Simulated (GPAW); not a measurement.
GaSb, 2 atoms in the cell. Symmetry: Immm, No. 71, orthorhombic system. Conventional cell: a = 3.112 Å, b = 5.350 Å, c = 5.787 Å, α = 90.00°, β = 90.00°, γ = 90.00°. Around Sb (site symmetry mmm) lie 6 Ga at 2.89 to 3.09 Å and 2 Sb at 3.11 Å. Ga (site symmetry mmm) is surrounded by 6 Sb at 2.89 to 3.09 Å and 2 Ga at 3.11 Å. Measurements of this composition are mostly on another form, of space group No. 216.

| Property | Result |
| --- | --- |
| Program | GPAW 26.7.0 |
| Task | energy-loss spectrum |
| Functional | r2SCAN |
| Potentials or basis | GPAW PAW data sets (gpaw-data 1.2.1) |
| Cutoff | 400 eV |
| Basis | pw |
| k mesh | 8 × 8 × 8 |
| Occupations | fermi-dirac, width 0.05 eV |
| Spin | no spin polarisation |
| Kernel | ALDA |
| Eta | 0.1 eV |
| Response ecut | 50 eV |
| Domega0 | 0.1 eV |
| Maxiter | 150 |
| Response k mesh | 8 × 8 × 8 |
| Omega2 | 10 eV |
| Response bands | 49 |
| Q points | [[0.25, 0.25, 0.25], [0.375, 0.375, 0.375]] |

Potentials or basis: GPAW PAW data sets (gpaw-data 1.2.1), pw.

Command:

```sh
$ OMP_NUM_THREADS=1 python run.py
```

Hardware: 1 thread of Intel(R) Xeon(R) Platinum 8259CL CPU @ 2.50GHz (Skylake/Cascade Lake), with other jobs on the host.

How long does it take, and how much memory?

Run time: 7.1 min on 1 thread of Intel(R) Xeon(R) Platinum 8259CL CPU @ 2.50GHz (Skylake/Cascade Lake), with other jobs on the host, peak memory 0.8 GiB. Counts: scf iterations 31, plane waves 894, bands 18, k points 95.
